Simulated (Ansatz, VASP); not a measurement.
Two plane-wave programs on Sn

Contents of INCAR:

```
PREC = Accurate ; ENCUT = 600
EDIFF = 1E-6 ; ISMEAR = 0
SIGMA = 0.1 ; LREAL = False
LASPH = True ; NELM = 100
ALGO = Normal ; ISIF = 3
LWAVE = False ; LCHARG = False
GGA = PE ; IVDW = 12
IBRION = 2 ; NSW = 100
EDIFFG = -0.005
```

KPOINTS

```
Automatic mesh
0
Gamma
  16 16 16
```

Contents of POSCAR:

```
Sn
1.0
   -1.6912200000      1.9546610000      2.1078700000
    1.6912200000     -1.9546610000      2.1078700000
    1.6912200000      1.9546610000     -2.1078700000
Sn
1
Direct
    0.0000000000      0.0000000000      0.0000000000
```

Input for Ansatz:

```yaml
crystal:
  lattice:
    - [-1.69122, 1.954661, 2.10787]
    - [1.69122, -1.954661, 2.10787]
    - [1.69122, 1.954661, -2.10787]
  atoms:
    - { symbol: Sn, position: [0.0, 0.0, 0.0] }
basis:
  ecutwfc: 420
kpoints:
  mp_grid: { grid: [16, 16, 16] }
hamiltonian:
  xc: pbe
  dispersion: d3bj
scf:
  occupations: { method: gaussian, width: 0.1 }
output:
  forces: true
  stress: true
  eigenvalues: true
relax:
  adjacent_minimum: "off"
  f_tol: 0.005
  max_steps: 80
  cell: { stress_tol: 0.05 }
```

This isn't the form of Sn at room conditions, which is tetragonal (white tin).

Alike in both runs: task relaxation of cell and atoms; functional PBE; dispersion D3(BJ); k mesh 16 × 16 × 16; occupations gaussian, width 0.1 eV; no spin polarisation.

|  | VASP | Ansatz |
| --- | --- | --- |
| version | VASP 6.6.1 | Ansatz 0.2.0 |
| potentials or method | VASP PAW PBE potentials, release 64 (Sn_d) | scalar-relativistic, plane waves, PAW |
| plane-wave cutoff (eV) | 600 | 420 |
| valence electrons in the cell | 14 | 14 |

```tsv
	VASP	Ansatz	Ansatz less VASP
gap on the k mesh at the Fermi level, each at its own relaxed structure (eV)	none	none	-
relaxed volume (Å³/atom)	26.58	26.58	-0.005
relaxed cell length with the largest relative difference (Å)	3.272	3.272	-0.0002
energy change over the relaxation (meV/atom)	-13	-13	0.0
```

A gap of «none» marks a metal or a gap that the smearing closes.

Caveats: pairwise dispersion overbinds metals, which lowers pressure and volume.
